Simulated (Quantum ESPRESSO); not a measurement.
HfN under changes of volume

One of the cells (14.793 Å³/atom); the others are scaled copies at fixed shape and fractional positions:

```
Hf N
1.0
     0.00000    2.45482    2.45482
     2.45482    0.00000    2.45482
     2.45482    2.45482    0.00000
Hf N
1 1
Direct
  0.00000 0.00000 0.00000
  0.25000 0.25000 0.25000
```

The cell comes from a database or a generator and needn't be the stable form of this composition.

- Program: Quantum ESPRESSO 7.5
- Functional: PBE
- Potentials or basis: SSSP 1.3 efficiency PBE
- Cutoff: 816 eV
- Density cutoff: 6531 eV
- k mesh: 9 × 9 × 9
- Occupations: fermi-dirac, width 0.05 eV
- Spin: no spin polarisation

```tsv
volume (Å³/atom)	energy over the lowest point (meV/atom)	pressure (GPa)
13.906	36.74	13.6
14.201	16.12	8.6
14.497	4.16	4.2
14.793	0.00	0.1
15.089	?	?
15.385	12.35	-6.8
15.681	27.54	-9.8
```

**Question.** What does the run at 15.089 Å³/atom give?

**Answer.** Energy over the lowest point 2.96 meV/atom; pressure -3.5 GPa.

Worked out: A Birch-Murnaghan fit of order 3 (a polynomial in V^(-2/3)) to the other rows has its minimum at 14.81 Å³/atom with B0 = V·E''(V) = 191 GPa and B' = 4.0. It gives 2.97 meV/atom at 15.089 Å³/atom, against the run's 2.96, and -dE/dV = -3.4 GPa, against -3.5.

Energies are extrapolated to zero smearing.
